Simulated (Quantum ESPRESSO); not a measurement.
The system is N.

```
N
1.0
     4.08406    0.00000    0.00000
     0.00000    4.08406    0.00000
     0.00000    0.00000    5.34591
N
4
Direct
  0.40428 0.59572 0.50000
  0.09572 0.09572 0.00000
  0.59572 0.40428 0.50000
  0.90428 0.90428 0.00000
```

| Property | Result |
| --- | --- |
| Program | Quantum ESPRESSO 7.5 |
| Task | single point |
| Functional | PBE |
| Potentials or basis | SSSP 1.3 efficiency PBE |
| Cutoff | 816 eV |
| Density cutoff | 6531 eV |
| k mesh | 7 × 7 × 5 |
| Occupations | fermi-dirac, width 0.05 eV |
| Spin | no spin polarisation |

On this cell: pressure 0.1 GPa; largest force 0.162 eV/Å; band gap on the k mesh 6.91 eV, indirect (least direct gap 7.09 eV).

The same run follows on a disturbed copy (atoms moved at random, drawn with an rms of 0.05 Å):

```xyz
4
Lattice="4.0841 0.0000 0.0000 0.0000 4.0841 0.0000 0.0000 0.0000 5.3459" Properties=species:S:1:pos:R:3 pbc="T T T"
N     1.7097    2.4342    2.6846
N     0.3816    0.3754   -0.0368
N     2.4664    1.6130    2.6615
N     3.7220    3.6837   -0.0286
```

Task: What changes?

Result: The energy moves by +20.9 meV/atom; pressure 2.4 GPa; largest force 5.011 eV/Å; band gap on the k mesh 6.96 eV, indirect (least direct gap 7.15 eV).

Forces in eV/Å, atoms in the order of the input:
```
N    1.163 -1.280 -0.043
N    3.472  3.613 -0.032
N   -1.168  1.281  0.030
N   -3.468 -3.613  0.044
```

Stress tensor (GPa, compression positive):
```
 3.35  6.56 -0.01
 6.56  3.51 -0.10
-0.01 -0.10  0.36
```

Caveats: an odd mesh through Γ misses points on the zone boundary, where band edges often lie.
